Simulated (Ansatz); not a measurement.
# C: before and after

Theory: DFT PBE, scalar-relativistic, plane waves, PAW (Ansatz). All cells share a 420 eV cutoff and Γ-centred k meshes spaced at most 0.3 Å⁻¹ (0.19 for metals, 2π included).

The start was the simple cubic type (Pm-3m, No. 221), relaxed within its symmetry. A cell of 8 atoms (8 times the primitive one) was then disturbed at random, relaxed without symmetry and relaxed once more on a fine mesh. For metals, differences of a few meV/atom aren't resolved.

Before:

Space group Pm-3m (No. 221). a = 1.776 Å, b = 1.776 Å, c = 1.776 Å, α = 90.00°, β = 90.00°, γ = 90.00°
| atom | site | symmetry | x | y | z |
| --- | --- | --- | --- | --- | --- |
| C | 1a | m-3m | 0.0000 | 0.0000 | 0.0000 |

After:

```cif
data_structure
_symmetry_space_group_name_H-M 'Pmm2'
_symmetry_Int_Tables_number 25
_cell_length_a 2.5676
_cell_length_b 4.3874
_cell_length_c 4.4586
_cell_angle_alpha 90.000
_cell_angle_beta 90.000
_cell_angle_gamma 90.000
_cell_volume 50.23
loop_
_atom_site_label
_atom_site_type_symbol
_atom_site_symmetry_multiplicity
_atom_site_Wyckoff_symbol
_atom_site_fract_x
_atom_site_fract_y
_atom_site_fract_z
_atom_site_occupancy
C1 C 2 h 0.50000 0.81989 0.08348 1
C2 C 2 h 0.50000 0.68155 0.39737 1
C3 C 2 g 0.00000 0.68648 0.93374 1
C4 C 2 g 0.00000 0.67659 0.58552 1
```

Is this a distortion of the same structure or a reconstruction, and what lowers the energy?

A reconstruction, from Pm-3m (No. 221) to Pmm2 (No. 25). C–C bonds form, at 1.53 Å where the closest pair was 1.78 Å apart; the metal becomes a semiconductor on the mesh (1.96 eV).

What does it gain?

2160 meV/atom, with the volume going from 5.60 to 6.28 Å³/atom.

This simple cubic form isn't the element's structure at ambient conditions.